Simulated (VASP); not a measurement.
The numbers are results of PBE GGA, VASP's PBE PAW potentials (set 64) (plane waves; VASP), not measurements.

VASP input:

INCAR:
```
LREAL=.FALSE.   ! projection in real space or not
LCHARG=.FALSE.
PREC=Normal
LWAVE=.TRUE.
SIGMA=0.01   ! width (eV)
LOPTICS=.TRUE.
GGA=PE
NBANDS=64
NELM=1   ! most electronic steps
SYSTEM=CsCl
ISMEAR=0   ! Gaussian
ALGO=Exact
ENCUT=500   ! plane-wave cut-off (eV)
LASPH=.TRUE.
EDIFF=1E-8
```

### KPOINTS
```
Automatic mesh
0
Gamma
4 4 4
0 0 0
```

### POSCAR
```
CsCl
1
    4.1200000000     0.0000000000     0.0000000000
    0.0000000000     4.1200000000     0.0000000000
    0.0000000000     0.0000000000     4.1200000000
Cs Cl
1 1
Direct
  0.0000000000   0.0000000000   0.0000000000
  0.5000000000   0.5000000000   0.5000000000
```

POTCAR, in this order: Cs_sv_GW Cl_GW (PBE.64 set). Program: vasp_std. Read from the step before: WAVECAR.

The run wrote:

### OUTCAR
```
 ion  position               nearest neighbor table
   1  0.000  0.000  0.000-
   2  0.500  0.500  0.500-
  LATTYP: Found a simple cubic cell.
 ALAT       =     4.1200000000
 Subroutine PRICEL returns:
 Original cell was already a primitive cell.
 Subroutine GETGRP returns: Found 48 space group operations
The static configuration has the point symmetry O_h .
The dynamic configuration has the point symmetry O_h .
 Subroutine INISYM returns: Found 48 space group operations
 Subroutine IBZKPT returns following result:
 Found     10 irreducible k-points:

 Following reciprocal coordinates:
            Coordinates               Weight
  0.000000  0.000000  0.000000      1.000000
  0.250000  0.000000  0.000000      6.000000
  0.500000  0.000000  0.000000      3.000000
  0.250000  0.250000  0.000000     12.000000
  0.500000  0.250000  0.000000     12.000000
  0.500000  0.500000  0.000000      3.000000
  0.250000  0.250000  0.250000      8.000000
  0.500000  0.250000  0.250000     12.000000
  0.500000  0.500000  0.250000      6.000000
  0.500000  0.500000  0.500000      1.000000
   k-points           NKPTS =     10   k-points in BZ     NKDIM =     10   number of bands    NBANDS=     64
   number of dos      NEDOS =    301   number of ions     NIONS =      2
   total plane-waves  NPLWV =  13824
   dimension x,y,z NGX =    24 NGY =   24 NGZ =   24
   dimension x,y,z NGXF=    48 NGYF=   48 NGZF=   48
   ions per type =               1   1
   PREC   = normal    normal or accurate (medium, high low for compatibility)
   ISTART =      1    job   : 0-new  1-cont  2-samecut
   ICHARG =      0    charge: 1-file 2-atom 10-const
   ISPIN  =      1    spin polarized calculation?
   LNONCOLLINEAR =      F non collinear calculations
   LSORBIT =      F    spin-orbit coupling
   INIWAV =      1    electr: 0-lowe 1-rand  2-diag
   ENCUT  =  500.0 eV  36.75 Ry    6.06 a.u.   7.51  7.51  7.51*2*pi/ulx,y,z
...
```

**OSZICAR**
```
       N       E                     dE             d eps       ncg     rms          rms(c)
DIA:   1    -0.820897460541E+01   -0.82090E+01    0.00000E+00     0   0.000E+00
   1 F= -.82089746E+01 E0= -.82089746E+01  d E =-.207459-166
 imaginary and real dielectric function
```

**OUTCAR**
```
 val. band max:        0.4873171813   @ k =   0.0000   0.0000   0.0000

 cond. band min:       5.7691965471   @ k =   0.0000   0.0000   0.0000



 k-point     1 :       0.0000    0.0000    0.0000
  band No.  band energies     occupation
      1     -18.8690      2.00000
      2     -11.6934      2.00000
      3      -5.3589      2.00000
      4      -5.3589      2.00000
      5      -5.3589      2.00000
      6       0.4873      2.00000
      7       0.4873      2.00000
      8       0.4873      2.00000
      9       5.7692      0.00000
     10       5.8902      0.00000
     11       5.8902      0.00000
     12      10.5264      0.00000
     13      10.5264      0.00000
     14      10.5264      0.00000
     15      13.6282      0.00000
     16      13.6282      0.00000
     17      14.3178      0.00000
     18      14.3178      0.00000
     19      14.3178      0.00000
     20      14.9681      0.00000
     21      14.9681      0.00000
     22      14.9681      0.00000
     23      16.5247      0.00000
     24      17.1973      0.00000
     25      17.1973      0.00000
     26      17.1973      0.00000
     27      19.5624      0.00000
     28      19.5624      0.00000
     29      19.5624      0.00000
     30      21.7492      0.00000
     31      22.0140      0.00000
     32      22.0140      0.00000
     33      22.0140      0.00000
     34      25.9512      0.00000
     35      25.9512      0.00000
     36      27.4352      0.00000
     37      27.4352      0.00000
     38      27.5200      0.00000
     39      29.4454      0.00000
     40      29.4454      0.00000
     41      29.4454      0.00000
     42      32.3684      0.00000
     43      33.0118      0.00000
     44      33.0118      0.00000
     45      33.0118      0.00000
     46      33.8650      0.00000
     47      33.8650      0.00000
     48      33.8650      0.00000
     49      37.0539      0.00000
     50      37.0539      0.00000
     51      37.0539      0.00000
     52      39.3223      0.00000
...
```

The density is held fixed in this step, so its total energy and stress have no physical meaning. Unless said otherwise, spin-orbit coupling is left out, though it shifts the bands of the heavy elements here.

The compound is CsCl in the CsCl type structure. The cell was not relaxed at this level.
